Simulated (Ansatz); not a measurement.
# Fe: the cost of one run

Computed with Ansatz 0.2.0 (DFT PBE, PAW, plane waves, scalar-relativistic, unless a step's input says otherwise).

The COD cell was measured well above room temperature, so it is larger than a cold one.

## (1) The system as given

The structure is cubic, space group Fm-3m (No. 225). Conventional cell: a = 3.677 Å, b = 3.677 Å, c = 3.677 Å, α = 90.00°, β = 90.00°, γ = 90.00°. Fe (site symmetry m-3m) is surrounded by 12 Fe at 2.60 Å.

Coordinates:

```cif
data_structure
_symmetry_space_group_name_H-M 'Fm-3m'
_symmetry_Int_Tables_number 225
_cell_length_a 3.6770
_cell_length_b 3.6770
_cell_length_c 3.6770
_cell_angle_alpha 90.000
_cell_angle_beta 90.000
_cell_angle_gamma 90.000
_cell_volume 49.71
loop_
_atom_site_label
_atom_site_type_symbol
_atom_site_symmetry_multiplicity
_atom_site_Wyckoff_symbol
_atom_site_fract_x
_atom_site_fract_y
_atom_site_fract_z
_atom_site_occupancy
Fe1 Fe 4 a 0.00000 0.00000 0.00000 1
```

Atoms are counted from 1 in the order of input.yaml (Fe2 and so on).

The first starts: parallel moments, plain SCF; opposed moments +-, plain SCF; no spin polarisation; spin on, no moments given (the program may seed its own), plain SCF. What is tried next depends on their ends.

“Plain SCF” means no search for lower states. Ends within 0.2 meV/atom and 0.1 μB count as one state.

The total moment includes the space between the atomic spheres.

## (2) Parallel moments, plain SCF

Contents of input.yaml:

```yaml
crystal:
  lattice:
    - [-1.8385, -1.8385, -3.677]
    - [1.8385, -1.8385, 0.0]
    - [-1.8385, -1.8385, 0.0]
  atoms:
    - { symbol: Fe, position: [0.0, 0.0, 0.0], spin: 4.0 }
    - { symbol: Fe, position: [0.5, 0.5, 0.0], spin: 4.0 }
magnetization:
  spin_polarized: true
hamiltonian:
  xc: pbe
  pseudopotentials: { kind: paw }
basis:
  ecutwfc: 420
kpoints:
  mp_grid: { grid: [7, 10, 12] }
scf:
  occupations: { method: fermi_dirac, width: 0.05 }
  lower_state_search: "off"
output:
  forces: true
  stress: true
```

Q: Estimate wall time and peak memory on 2 threads of an x86-64 CPU, shared host.

About 6.8 s, with a peak of 0.53 GiB.
